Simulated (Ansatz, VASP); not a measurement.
## Two plane-wave programs on AlN

```
CELL_PARAMETERS angstrom
2.85813 0.00000 0.00000
-1.42907 2.47522 0.00000
0.00000 0.00000 4.97840
ATOMIC_POSITIONS crystal
Al 0.33333 0.66667 0.00169
Al 0.66667 0.33333 0.50169
N 0.33333 0.66667 0.38331
N 0.66667 0.33333 0.88331
```

Change from the starting cell: strain -0.080 along x and y, +0.000 along z, atoms carried along.

Alike in both runs: task single point; functional r2SCAN; k mesh 12 × 12 × 6; occupations gaussian, width 0.05 eV; no spin polarisation.

```csv
,VASP,Ansatz
version,VASP 6.6.1,Ansatz 0.2.0
potentials or method,"VASP PAW PBE potentials, release 64 (Al, N)","scalar-relativistic, plane waves, PAW"
plane-wave cutoff (eV),520,500
valence electrons in the cell,16,16
```

|  | VASP | Ansatz | Ansatz less VASP |
| --- | --- | --- | --- |
| gap on the k mesh at the Fermi level (eV) | 5.54 | 5.56 | +0.021 |
| least direct gap on the mesh (eV) | 6.33 | 6.28 | -0.045 |
| pressure (GPa) | 52.3 | 52.1 | -0.19 |
| largest component of the traceless stress (GPa) | 38.26 | 37.59 | -0.664 |
| rms of the force components (eV/Å) | 0.903 | 0.879 | -0.0234 |

Atom by atom the forces differ by 0.023 eV/Å (rms over components). The functional is the same, so the differences come from potentials, cutoffs and numerics.

Caveats: so large a pressure means that the cell lies far from this level's equilibrium, or that cutoff or potentials fall short (VASP); the potentials were made for another functional, which shifts forces and pressure (VASP). A k mesh can miss the band edges.
